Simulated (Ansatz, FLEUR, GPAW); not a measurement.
One calculation of Fe2Ge, 4 ways

```
CELL_PARAMETERS angstrom
4.16363 0.00000 0.00000
-2.08182 3.60581 0.00000
0.00000 0.00000 2.62647
ATOMIC_POSITIONS crystal
Ge 0.00000 0.00000 0.00000
Fe 0.33333 0.66667 0.50000
Fe 0.66667 0.33333 0.50000
```

The cell comes from a database or a generator and needn't be the stable form of this composition.

Alike in all runs: task band structure; functional PBEsol; k mesh 7 × 7 × 10; occupations fermi-dirac, width 0.05 eV; collinear spin, ferromagnetic start; no spin-orbit coupling. Pressure is positive in compression and, in plane waves, holds the error of the finite cutoff, which Ansatz's Pulay term estimates and takes out.

```csv
program and potentials,plane-wave cutoff (eV),notes,pressure (GPa),net moment per atom (μB)
"Ansatz, Ansatz PAW",420,"potentials made for PBE, which Ansatz adapts in part; 15.33 valence electrons an atom on average; Pulay term of +0.07 GPa included",-7.06,1.68
"GPAW, PAW data sets generated for this functional",600,6.67 valence electrons an atom on average,-5.80,1.68
"Ansatz, all-electron LAPW, scalar-relativistic",-,-,?,?
"FLEUR, all-electron, FLAPW",-,-,-,1.68
```

Estimate from the other rows what the run with Ansatz, all-electron LAPW, scalar-relativistic gave.

Pressure -6.99 GPa; net moment per atom 1.68 μB. The other rows, which needn't bracket it: pressure -7.06 to -5.80; net moment per atom 1.68.
